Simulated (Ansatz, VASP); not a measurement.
## InAs (scan): VASP beside Ansatz

The input POSCAR:

```
InAs
1.0
    0.0000000000      3.0180000000      3.0180000000
    3.0180000000      0.0000000000      3.0180000000
    3.0180000000      3.0180000000      0.0000000000
In As
1 1
Direct
    0.0000000000      0.0000000000      0.0000000000
    0.2500000000      0.2500000000      0.2500000000
```

The input INCAR.step1:

```
SYSTEM = InAs
ALGO = Normal
EDIFF = 1E-4
ENCUT = 520
GGA = PE
ISMEAR = 0
LASPH = .TRUE.
LCHARG = .FALSE.
LREAL = .FALSE.
LWAVE = .TRUE.
NBANDS = 16
NELM = 100
PREC = Accurate
SIGMA = 0.1
```

The input INCAR.step2:

```
SYSTEM = InAs
ALGO = Normal
EDIFF = 1E-6
ENCUT = 520
ISIF = 2
ISMEAR = 0
ISTART = 1
LASPH = .TRUE.
LCHARG = .FALSE.
LMIXTAU = .TRUE.
LREAL = .FALSE.
LWAVE = .FALSE.
METAGGA = R2SCAN
NBANDS = 16
NELM = 100
PREC = Accurate
SIGMA = 0.1
```

The input KPOINTS:

```
k-points
0
G
  6 6 6
  0 0 0
```

Input for Ansatz:

```yaml
crystal:
  lattice:
    - [0.0, 3.018, 3.018]
    - [3.018, 0.0, 3.018]
    - [3.018, 3.018, 0.0]
  atoms:
    - { symbol: In, position: [0.0, 0.0, 0.0] }
    - { symbol: As, position: [0.25, 0.25, 0.25] }
basis:
  ecutwfc: 500
kpoints:
  mp_grid: { grid: [6, 6, 6] }
hamiltonian:
  xc: r2scan
scf:
  occupations: { method: gaussian, width: 0.1 }
output:
  forces: true
  stress: true
  eigenvalues: true
```

Alike in both runs: task single point; functional r2SCAN; k mesh 6 × 6 × 6; occupations gaussian, width 0.1 eV; no spin polarisation.

```csv
,VASP,Ansatz
version,VASP 6.6.1,Ansatz 0.2.0
potentials or method,"VASP PAW PBE potentials, release 64 (In_d, As)","scalar-relativistic, plane waves, PAW"
plane-wave cutoff (eV),520,500
valence electrons in the cell,18,28
```

```csv
,VASP,Ansatz,Ansatz less VASP
gap on the k mesh at the Fermi level (eV),0.28,0.28,0.000
least direct gap on the mesh (eV),0.28,0.28,0.000
pressure (GPa),2.2,2.2,0.00
```

With one functional, cell and mesh, what is left measures potentials, basis and numerics. The two sets of potentials don't hold the same shells in valence.

Caveats: the PAW data sets were made with another functional, which shifts forces and pressure a little (VASP); spin-orbit coupling is left out, which moves the levels of the heavy elements. r2SCAN opens gaps a little over a GGA but as a rule still falls short of measured ones.
